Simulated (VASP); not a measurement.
LiBr in VASP 6.6.1, single-point calculation

INCAR

```
LASPH = .TRUE.
NELM = 120
LCHARG = .FALSE.
NBANDS = 12
GGA = PE
LREAL = .FALSE.
ISYM = 3
ENCUT = 520
ISMEAR = -1
SIGMA = 0.02
LWAVE = .FALSE.
EDIFF = 1E-7
PREC = Accurate
ISIF = 2
NSW = 0
IBRION = -1
```

KPOINTS

```
KPOINTS created by Atomic Simulation Environment
0
Gamma
5 5 5
0 0 0
```

POSCAR

```
Li Br
 1.0000000000000000
     0.0000000000000000    2.7669606940000002    2.7669606940000002
     2.7669606940000002    0.0000000000000000    2.7669606940000002
     2.7669606940000002    2.7669606940000002    0.0000000000000000
 Li  Br
   1   1
Cartesian
  0.0000000000000000  0.0000000000000000  0.0000000000000000
  2.7669606940000002  2.7669606940000002  2.7669606940000002
```

The recommended PBE PAW datasets give the neutral cell 10 valence electrons.

Command

```
mpirun -np 1 vasp_std
```

OSZICAR

```
N       E                     dE             d eps       ncg     rms          rms(c)
DAV:   1     0.478743368303E+02    0.47874E+02   -0.37354E+03   240   0.749E+02
DAV:   2    -0.355252718231E+01   -0.51427E+02   -0.49774E+02   296   0.144E+02
DAV:   3    -0.660467525235E+01   -0.30521E+01   -0.30453E+01   328   0.365E+01
DAV:   4    -0.667192721105E+01   -0.67252E-01   -0.67222E-01   340   0.511E+00
DAV:   5    -0.667230489946E+01   -0.37769E-03   -0.37769E-03   320   0.391E-01
```

Standard output (part)

```
POSCAR found type information on POSCAR LiBr
 POSCAR found :  2 types and       2 ions
 LDA part: xc-table for (Slater+PW92), standard interpolation
 POSCAR, INCAR and KPOINTS ok, starting setup
 WAVECAR not read
 entering main loop
|                     _     ____    _    _    _____     _                     |
|                    | |   | |_) | | |  | | | |  __    | |                    |
|                    |_|   |  _ <  | |  | | | | |_ |   |_|                    |
|                     _    | |_) | | |__| | | |__| |    _                     |
|     internal error in CHECK_FULL_KPOINTS: KPOINTS_FULL not properly         |
|     initialised                                                             |
|     If you are not a developer, you should not encounter this problem.      |
|     Please submit a bug report.                                             |
```

VASP stopped with an error.

The run took about 2.9 s on one core of a shared host (Intel Xeon Platinum 8488C) and held 0.13 GiB at most.
